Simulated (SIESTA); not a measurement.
The system is SnTe.

```
Te Sn
1.0
     0.00000    3.15085    3.15085
     3.15085    0.00000    3.15085
     3.15085    3.15085    0.00000
Te Sn
1 1
Direct
  0.50000 0.50000 0.50000
  0.00000 0.00000 0.00000
```

- Program: SIESTA 5.4.2
- Task: relaxation of cell and atoms
- Functional: BLYP
- Potentials or basis: PseudoDojo 0.4 standard (PBE files)
- Basis: DZP (energy shift 0.003 Ry; two zetas on semicore shells)
- Grid cutoff: 500 Ry
- Energy shift: 0.003 Ry
- k mesh: 7 × 7 × 7
- Occupations: fermi-dirac, width 0.05 eV
- Spin: no spin polarisation

At the start: pressure 6.6 GPa; volume 31.28 Å³/atom.

Q: How do energy, volume and symmetry change on relaxing?

A: Over 5 steps the energy falls by 89.7 meV/atom and the volume is 36.33 Å³/atom (+16.1 %); space group Fm-3m (No. 225, to 0.05 Å).

Step by step:
```tsv
step	energy change (eV)	largest force (eV/Å)	pressure (GPa)	volume (Å³)
1	0.0000	0.0000	6.65	62.56
2	-0.0161	0.0000	6.26	62.96
3	-0.1729	0.0000	1.00	70.47
4	-0.1793	0.0000	0.13	72.36
5	-0.1794	0.0000	0.02	72.66
```

Final structure:
```cif
data_structure
_symmetry_space_group_name_H-M 'P 1'
_symmetry_Int_Tables_number 1
_cell_length_a 4.6840
_cell_length_b 4.6840
_cell_length_c 4.6840
_cell_angle_alpha 59.999
_cell_angle_beta 59.999
_cell_angle_gamma 59.999
_cell_volume 72.66
loop_
_atom_site_label
_atom_site_type_symbol
_atom_site_fract_x
_atom_site_fract_y
_atom_site_fract_z
_atom_site_occupancy
Te1 Te 0.50000 0.50000 0.50000 1
Sn1 Sn 0.00000 0.00000 0.00000 1
```

Caveat: the volume moved by over 15 % at a fixed basis, so the end points are rough; the potentials were made for another functional, which shifts forces and pressure; the volume moved by +16 % from the deposited cell, more than functionals usually miss; the basis of atomic orbitals isn't converged, which shifts pressures, moduli and gaps.
